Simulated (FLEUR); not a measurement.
# LiH (Fm-3m) in FLEUR: convergence with Kmax

Aim: find how far Kmax must go before the results for LiH settle, at PBE. This setting moves, with any that are tied to it; all else stays.

Everything below comes from runs of FLEUR MaX-R8.1 (later development tree). Logs are shortened: lines on timing, memory, paths and dates and some standing lists are left out, and cuts for length are marked.

### 1 Starting point

Symmetry: Fm-3m, No. 225, cubic system. The conventional cell has a = 4.074 Å, b = 4.074 Å, c = 4.074 Å, α = 90.00°, β = 90.00°, γ = 90.00°. Li (site symmetry m-3m) is surrounded by 6 H at 2.04 Å. Around H (site symmetry m-3m) lie 6 Li at 2.04 Å.

### 2 With Kmax 2.6

inp.xml reads:

```xml
<?xml version="1.0" encoding="UTF-8" standalone="no"?>
<fleurInput fleurInputVersion="0.39">
   <comment>
      LiH                                                                                                 
   </comment>
   <calculationSetup>
      <cutoffs Kmax="2.6" Gmax="16.5" GmaxXC="16.5" numbands="0"/>
      <scfLoop itmax="60" minDistance="0.00001" maxIterBroyd="15" imix="Anderson" alpha="0.05" precondParam="0.0" spinf="2.0" sdNocoIR="T"/>
      <coreElectrons ctail="T" frcor="F" kcrel="0" coretail_lmax="0"/>
      <xcFunctional name="pbe" relativisticCorrections="F"/>
      <magnetism jspins="1"/>
      <soc l_soc="F" theta="0.0" phi="0.0" spav="F"/>
      <expertModes spex="0" secvar="F"/>
      <geometryOptimization l_f="T" forcealpha="1.0" forcemix="BFGS" epsdisp="0.0005" epsforce="0.0002"/>
      <ldaU l_linMix="F" mixParam="0.05" spinf="1.0"/>
   </calculationSetup>
   <cell>
      <bzIntegration valenceElectrons="4.0" mode="hist" fermiSmearingEnergy="0.00183747">
         <kPointListSelection listName="default-1"/>
         <!-- k-points included here -->
         <xi:include xmlns:xi="http://www.w3.org/2001/XInclude" href="kpts.xml"> </xi:include>
      </bzIntegration>
      <!-- symmetry operations included here -->
      <xi:include xmlns:xi="http://www.w3.org/2001/XInclude" href="sym.xml"> </xi:include>
      <bulkLattice scale="1.0">
         <bravaisMatrix>
            <row-1>    0.0000000000000000     3.8488996842790497     3.8488996842790497</row-1>
            <row-2>    3.8488996842790497     0.0000000000000000     3.8488996842790497</row-2>
            <row-3>    3.8488996842790497     3.8488996842790497     0.0000000000000000</row-3>
         </bravaisMatrix>
      </bulkLattice>
   </cell>
   <atomSpecies>
      <species name="Lithium (Li)" element="Li" atomicNumber="3">
         <mtSphere radius="1.99" gridPoints="669" logIncrement="0.015"/>
         <atomicCutoffs lmax="8" lnonsphr="6"/>
         <electronConfig flipSpins="F">
            <coreConfig></coreConfig>
            <valenceConfig>(1s1/2) (2s1/2)</valenceConfig>
            <stateOccupation state="(2s1/2)" spinUp="0.500000" spinDown="0.500000"/>
         </electronConfig>
         <energyParameters s="2" p="2" d="3" f="4"/>
         <lo type="SCLO" l="0" n="1" eDeriv="0"/>
         <lo type="SCLO" l="1" n="2" eDeriv="2"/>
         <lo type="SCLO" l="2" n="3" eDeriv="2"/>
      </species>
      <species name="Hydrogen (H)" element="H" atomicNumber="1">
         <mtSphere radius="1.53" gridPoints="513" logIncrement="0.017"/>
         <atomicCutoffs lmax="8" lnonsphr="6"/>
         <electronConfig flipSpins="F">
            <coreConfig></coreConfig>
            <valenceConfig>(1s1/2)</valenceConfig>
            <stateOccupation state="(1s1/2)" spinUp="0.500000" spinDown="0.500000"/>
         </electronConfig>
         <energyParameters s="1" p="2" d="3" f="4"/>
         <lo type="SCLO" l="0" n="1" eDeriv="2"/>
         <lo type="SCLO" l="1" n="2" eDeriv="2"/>
      </species>
   </atomSpecies>
   <atomGroups>
      <atomGroup species="Lithium (Li)">
         <relPos label="                   1">.0000000000 .0000000000 .0000000000</relPos>
         <force calculate="T" relaxXYZ="TTT"/>
      </atomGroup>
      <atomGroup species="Hydrogen (H)">
         <relPos label="                   2">1.000/2.000 1.000/2.000 1.000/2.000</relPos>
         <force calculate="T" relaxXYZ="TTT"/>
      </atomGroup>
   </atomGroups>
   <output dos="F" band="F" slice="F">
      <checks vchk="F" cdinf="F"/>
      <bandDOS minEnergy="-.5*Htr" maxEnergy="0.5*Htr" sigma="0.015" storeEVData="T"/>
      <vacuumDOS vacdos="F" integ="F" star="F" nstars="0" locx1="0.0" locy1="0.0" locx2="0.0" locy2="0.0" nstm="0" tworkf="0.0"/>
      <unfoldingBand unfoldBand="F" supercellX="1" supercellY="1" supercellZ="1"/>
      <plotting iplot="0" polar="F">
         <plot TwoD="T" vec1="  1.0  0.0  0.0" vec2="  0.0  1.0  0.0" vec3="  0.0  0.0  1.0" zero="  0.0  0.0  0.0" file="plot"/>
      </plotting>
      <chargeDensitySlicing numkpt="0" minEigenval="0.0" maxEigenval="0.0" nnne="0" pallst="F"/>
      <specialOutput eonly="F"/>
      <moessbauerParams electricFieldGradient="T" isomerShift="T" coreHyperfine="T" valenceHyperfine="T"/>
      <magneticCircularDichroism mcd="F" energyLo="-10.0" energyUp="0.0"/>
   </output>
  <!-- We include the file relax.xml here to enable relaxations (see documentation) -->
  <xi:include xmlns:xi="http://www.w3.org/2001/XInclude" href="relax.xml"> <xi:fallback/> </xi:include>
</fleurInput>
```

crystal.txt reads:

```
LiH
&input cartesian=F /
0.0000000000  2.0367500000  2.0367500000
2.0367500000  0.0000000000  2.0367500000
2.0367500000  2.0367500000  0.0000000000
1.8897261246
1.0 1.0 1.0

2
3 0.0000000000  0.0000000000  0.0000000000
1 0.5000000000  0.5000000000  0.5000000000

&kpt div1=9 div2=9 div3=9 gamma=T /
```

Potentials or basis: all-electron, FLAPW.

On the command line:

```
> inpgen -f crystal.txt -profile fastHighL
> # inp.xml edited to the form shown
> fleur_MPI
```

Log:

```text
Welcome to FLEUR        (www.flapw.de)
      MaX-Release 8.1          (www.max-centre.eu)

 ========== k-point set info ==========
 Selected k-point list: default-1
 k-point list type: mesh
 9 x 9 x 9
 Number of k points: 35

 ------------Calculation Setup---------------------------
 Number of MPI-tasks      :            1
 Number of PE/node        :            1
 Number of OMP-threads    :            1
 Most efficient MPI parallelization for:
           1           5           7          35
 Additional eigenvalue parallelization possible
 Number of basis functions:           70
 Approximate size of matrices (H+S) per k-point:         0.000 GB
 --------------------------------------------------------
Nuclear radius smaller than smallest radial mesh point for atom type 1 -- skipping its core isomer shift
Nuclear radius smaller than smallest radial mesh point for atom type 2 -- skipping its core isomer shift
Nuclear radius smaller than smallest radial mesh point for atom type 1 -- skipping its isomer shift
Nuclear radius smaller than smallest radial mesh point for atom type 2 -- skipping its isomer shift
 Iteration:     1   Distance:       9.59474343 me/bohr^3
Nuclear radius smaller than smallest radial mesh point for atom type 1 -- skipping its core isomer shift
Nuclear radius smaller than smallest radial mesh point for atom type 2 -- skipping its core isomer shift
Nuclear radius smaller than smallest radial mesh point for atom type 1 -- skipping its isomer shift
Nuclear radius smaller than smallest radial mesh point for atom type 2 -- skipping its isomer shift
 Iteration:     2   Distance:       8.92038824 me/bohr^3
Nuclear radius smaller than smallest radial mesh point for atom type 1 -- skipping its core isomer shift
Nuclear radius smaller than smallest radial mesh point for atom type 2 -- skipping its core isomer shift
Nuclear radius smaller than smallest radial mesh point for atom type 1 -- skipping its isomer shift
Nuclear radius smaller than smallest radial mesh point for atom type 2 -- skipping its isomer shift
 Iteration:     3   Distance:       0.76327786 me/bohr^3
Nuclear radius smaller than smallest radial mesh point for atom type 1 -- skipping its core isomer shift
Nuclear radius smaller than smallest radial mesh point for atom type 2 -- skipping its core isomer shift
Nuclear radius smaller than smallest radial mesh point for atom type 1 -- skipping its isomer shift
Nuclear radius smaller than smallest radial mesh point for atom type 2 -- skipping its isomer shift
 Iteration:     4   Distance:       0.51170317 me/bohr^3
Nuclear radius smaller than smallest radial mesh point for atom type 1 -- skipping its core isomer shift
Nuclear radius smaller than smallest radial mesh point for atom type 2 -- skipping its core isomer shift
Nuclear radius smaller than smallest radial mesh point for atom type 1 -- skipping its isomer shift
Nuclear radius smaller than smallest radial mesh point for atom type 2 -- skipping its isomer shift
 Iteration:     5   Distance:       0.08777388 me/bohr^3
Nuclear radius smaller than smallest radial mesh point for atom type 1 -- skipping its core isomer shift
Nuclear radius smaller than smallest radial mesh point for atom type 2 -- skipping its core isomer shift
Nuclear radius smaller than smallest radial mesh point for atom type 1 -- skipping its isomer shift
Nuclear radius smaller than smallest radial mesh point for atom type 2 -- skipping its isomer shift
 Iteration:     6   Distance:       0.17043402 me/bohr^3
Nuclear radius smaller than smallest radial mesh point for atom type 1 -- skipping its core isomer shift
Nuclear radius smaller than smallest radial mesh point for atom type 2 -- skipping its core isomer shift
Nuclear radius smaller than smallest radial mesh point for atom type 1 -- skipping its isomer shift
Nuclear radius smaller than smallest radial mesh point for atom type 2 -- skipping its isomer shift
 Iteration:     7   Distance:       0.01470126 me/bohr^3
Nuclear radius smaller than smallest radial mesh point for atom type 1 -- skipping its core isomer shift
Nuclear radius smaller than smallest radial mesh point for atom type 2 -- skipping its core isomer shift
Nuclear radius smaller than smallest radial mesh point for atom type 1 -- skipping its isomer shift
Nuclear radius smaller than smallest radial mesh point for atom type 2 -- skipping its isomer shift
 Iteration:     8   Distance:       0.00672815 me/bohr^3
Nuclear radius smaller than smallest radial mesh point for atom type 1 -- skipping its core isomer shift
Nuclear radius smaller than smallest radial mesh point for atom type 2 -- skipping its core isomer shift
Nuclear radius smaller than smallest radial mesh point for atom type 1 -- skipping its isomer shift
Nuclear radius smaller than smallest radial mesh point for atom type 2 -- skipping its isomer shift
 Iteration:     9   Distance:       0.00236841 me/bohr^3
Nuclear radius smaller than smallest radial mesh point for atom type 1 -- skipping its core isomer shift
Nuclear radius smaller than smallest radial mesh point for atom type 2 -- skipping its core isomer shift
Nuclear radius smaller than smallest radial mesh point for atom type 1 -- skipping its isomer shift
Nuclear radius smaller than smallest radial mesh point for atom type 2 -- skipping its isomer shift
 Iteration:    10   Distance:       0.00004768 me/bohr^3
Nuclear radius smaller than smallest radial mesh point for atom type 1 -- skipping its core isomer shift
Nuclear radius smaller than smallest radial mesh point for atom type 2 -- skipping its core isomer shift
Nuclear radius smaller than smallest radial mesh point for atom type 1 -- skipping its isomer shift
Nuclear radius smaller than smallest radial mesh point for atom type 2 -- skipping its isomer shift
 Iteration:    11   Distance:       0.00002509 me/bohr^3
Nuclear radius smaller than smallest radial mesh point for atom type 1 -- skipping its core isomer shift
Nuclear radius smaller than smallest radial mesh point for atom type 2 -- skipping its core isomer shift
Nuclear radius smaller than smallest radial mesh point for atom type 1 -- skipping its isomer shift
Nuclear radius smaller than smallest radial mesh point for atom type 2 -- skipping its isomer shift
 Iteration:    12   Distance:       0.00000057 me/bohr^3
Nuclear radius smaller than smallest radial mesh point for atom type 1 -- skipping its core isomer shift
Nuclear radius smaller than smallest radial mesh point for atom type 2 -- skipping its core isomer shift
Nuclear radius smaller than smallest radial mesh point for atom type 1 -- skipping its isomer shift
Nuclear radius smaller than smallest radial mesh point for atom type 2 -- skipping its isomer shift

 ********************************************************************
 Run finished successfully
 Stop message:
   Structural relaxation: Done
 ********************************************************************
```

It took 15 s on 1 thread of Arm Neoverse N1, shared host; peak memory 0.05 GiB.

What came out:

- Free energy: -221.3129 eV
- Band gap on the k mesh: 3.31 eV, direct
- Valence electrons inside the program's atomic spheres: Li 2.24; H 0.88 (radii Li 1.99, H 1.53 bohr)

### 3 With Kmax 3

Changes to inp.xml since step 2:

```diff
@@ -6,3 +6,3 @@
    <calculationSetup>
-      <cutoffs Kmax="2.6" Gmax="16.5" GmaxXC="16.5" numbands="0"/>
+      <cutoffs Kmax="3.0" Gmax="16.5" GmaxXC="16.5" numbands="0"/>
       <scfLoop itmax="60" minDistance="0.00001" maxIterBroyd="15" imix="Anderson" alpha="0.05" precondParam="0.0" spinf="2.0" sdNocoIR="T"/>
```

crystal.txt is that of step 2.

Potentials or basis: all-electron, FLAPW.

On the command line:

```
> inpgen -f crystal.txt -profile fastHighL
> # inp.xml edited to the form shown
> fleur_MPI
```

Wall time 15 s (1 thread of Arm Neoverse N1, shared host); peak memory 0.05 GiB.

What came out:

```yaml
Free_energy: -221.3678 eV
Band_gap_on_the_k_mesh: 3.30 eV, direct
Valence_electrons_inside_the_program's_atomic_spheres: Li 2.24; H 0.89 (radii Li 1.99, H 1.53 bohr)
```

### 4 With Kmax 3.4

Changes to inp.xml since step 3:

```diff
@@ -6,3 +6,3 @@
    <calculationSetup>
-      <cutoffs Kmax="3.0" Gmax="16.5" GmaxXC="16.5" numbands="0"/>
+      <cutoffs Kmax="3.4" Gmax="16.5" GmaxXC="16.5" numbands="0"/>
       <scfLoop itmax="60" minDistance="0.00001" maxIterBroyd="15" imix="Anderson" alpha="0.05" precondParam="0.0" spinf="2.0" sdNocoIR="T"/>
```

crystal.txt is that of step 3.

On the command line:

```
> inpgen -f crystal.txt -profile fastHighL
> # inp.xml edited to the form shown
> fleur_MPI
```

Wall time 14 s (1 thread of Arm Neoverse N1, shared host); peak memory 0.05 GiB.

Results:

```
Free energy                                           : -221.3828 eV
Band gap on the k mesh                                : 3.30 eV, direct
Valence electrons inside the program's atomic spheres : Li 2.24; H 0.89 (radii Li 1.99, H 1.53 bohr)
```

### 5 With Kmax 3.8

Changes to inp.xml since step 4:

```diff
@@ -6,3 +6,3 @@
    <calculationSetup>
-      <cutoffs Kmax="3.4" Gmax="16.5" GmaxXC="16.5" numbands="0"/>
+      <cutoffs Kmax="3.8" Gmax="16.5" GmaxXC="16.5" numbands="0"/>
       <scfLoop itmax="60" minDistance="0.00001" maxIterBroyd="15" imix="Anderson" alpha="0.05" precondParam="0.0" spinf="2.0" sdNocoIR="T"/>
```

crystal.txt is that of step 4.

On the command line:

```
> inpgen -f crystal.txt -profile fastHighL
> # inp.xml edited to the form shown
> fleur_MPI
```

Run time: 17 s. Hardware: 1 thread of Arm Neoverse N1, shared host; peak memory 0.05 GiB.

What came out:

| Item | Value |
| --- | --- |
| Free energy | -221.3865 eV |
| Band gap on the k mesh | 3.30 eV, direct |
| Valence electrons inside the program's atomic spheres | Li 2.24; H 0.89 (radii Li 1.99, H 1.53 bohr) |

### 6 With Kmax 4.2

Changes to inp.xml since step 5:

```diff
@@ -6,3 +6,3 @@
    <calculationSetup>
-      <cutoffs Kmax="3.8" Gmax="16.5" GmaxXC="16.5" numbands="0"/>
+      <cutoffs Kmax="4.2" Gmax="16.5" GmaxXC="16.5" numbands="0"/>
       <scfLoop itmax="60" minDistance="0.00001" maxIterBroyd="15" imix="Anderson" alpha="0.05" precondParam="0.0" spinf="2.0" sdNocoIR="T"/>
```

crystal.txt is that of step 5.

Potentials or basis: all-electron, FLAPW.

On the command line:

```
> inpgen -f crystal.txt -profile fastHighL
> # inp.xml edited to the form shown
> fleur_MPI
```

Wall time 17 s (1 thread of Arm Neoverse N1, shared host); peak memory 0.05 GiB.

What came out:

```
Free energy                                           : -221.3875 eV
Band gap on the k mesh                                : 3.30 eV, direct
Valence electrons inside the program's atomic spheres : Li 2.24; H 0.89 (radii Li 1.99, H 1.53 bohr)
```

### 7 With Kmax 4.6

Changes to inp.xml since step 6:

```diff
@@ -6,3 +6,3 @@
    <calculationSetup>
-      <cutoffs Kmax="4.2" Gmax="16.5" GmaxXC="16.5" numbands="0"/>
+      <cutoffs Kmax="4.6" Gmax="16.5" GmaxXC="16.5" numbands="0"/>
       <scfLoop itmax="60" minDistance="0.00001" maxIterBroyd="15" imix="Anderson" alpha="0.05" precondParam="0.0" spinf="2.0" sdNocoIR="T"/>
```

crystal.txt is that of step 6.

On the command line:

```
> inpgen -f crystal.txt -profile fastHighL
> # inp.xml edited to the form shown
> fleur_MPI
```

Run time: 22 s. Hardware: 1 thread of Arm Neoverse N1, shared host; peak memory 0.05 GiB.

What came out:

```
Free energy                                           : -221.3877 eV
Band gap on the k mesh                                : 3.30 eV, direct
Valence electrons inside the program's atomic spheres : Li 2.24; H 0.89 (radii Li 1.99, H 1.53 bohr)
```

### 8 With Kmax 5

Changes to inp.xml since step 7:

```diff
@@ -6,3 +6,3 @@
    <calculationSetup>
-      <cutoffs Kmax="4.6" Gmax="16.5" GmaxXC="16.5" numbands="0"/>
+      <cutoffs Kmax="5.0" Gmax="16.5" GmaxXC="16.5" numbands="0"/>
       <scfLoop itmax="60" minDistance="0.00001" maxIterBroyd="15" imix="Anderson" alpha="0.05" precondParam="0.0" spinf="2.0" sdNocoIR="T"/>
```

crystal.txt is that of step 7.

On the command line:

```
> inpgen -f crystal.txt -profile fastHighL
> # inp.xml edited to the form shown
> fleur_MPI
```

Wall time 27 s (1 thread of Arm Neoverse N1, shared host); peak memory 0.05 GiB.

Results:

```yaml
Free_energy: -221.3878 eV
Band_gap_on_the_k_mesh: 3.30 eV, direct
Valence_electrons_inside_the_program's_atomic_spheres: Li 2.24; H 0.89 (radii Li 1.99, H 1.53 bohr)
```

### 9 With Kmax 5.5

Changes to inp.xml since step 8:

```diff
@@ -6,3 +6,3 @@
    <calculationSetup>
-      <cutoffs Kmax="5.0" Gmax="16.5" GmaxXC="16.5" numbands="0"/>
+      <cutoffs Kmax="5.5" Gmax="16.5" GmaxXC="16.5" numbands="0"/>
       <scfLoop itmax="60" minDistance="0.00001" maxIterBroyd="15" imix="Anderson" alpha="0.05" precondParam="0.0" spinf="2.0" sdNocoIR="T"/>
```

crystal.txt is that of step 8.

Potentials or basis: all-electron, FLAPW.

On the command line:

```
> inpgen -f crystal.txt -profile fastHighL
> # inp.xml edited to the form shown
> fleur_MPI
```

It took 35 s on 1 thread of Arm Neoverse N1, shared host; peak memory 0.05 GiB.

What came out:

* Free energy: -221.3878 eV
* Band gap on the k mesh: 3.30 eV, direct
* Valence electrons inside the program's atomic spheres: Li 2.24; H 0.89 (radii Li 1.99, H 1.53 bohr)

### 10 The series at a glance

```tsv
Kmax	energy less the tightest run, at zero smearing (meV/atom)	gap on the mesh (eV)	SCF cycles	CPU time (s)	peak memory (GiB)
2.6	37.42	3.309	13	15	0.05
3	9.98	3.299	13	15	0.05
3.4	2.48	3.298	11	14	0.05
3.8	0.62	3.298	13	17	0.05
4.2	0.15	3.299	11	17	0.05
4.6	0.04	3.299	13	22	0.05
5	0.01	3.299	13	27	0.05
5.5	0.00	3.299	13	35	0.05
```

Against the tightest run, the energy stays within 1 meV/atom from 3.8 on; the gap on the mesh stays within 0.01 eV from 2.6 on. The tightest run that finished is the yardstick and may itself not be fully converged.

Caveats: an odd mesh through Γ misses points on the zone boundary, where band edges often lie.
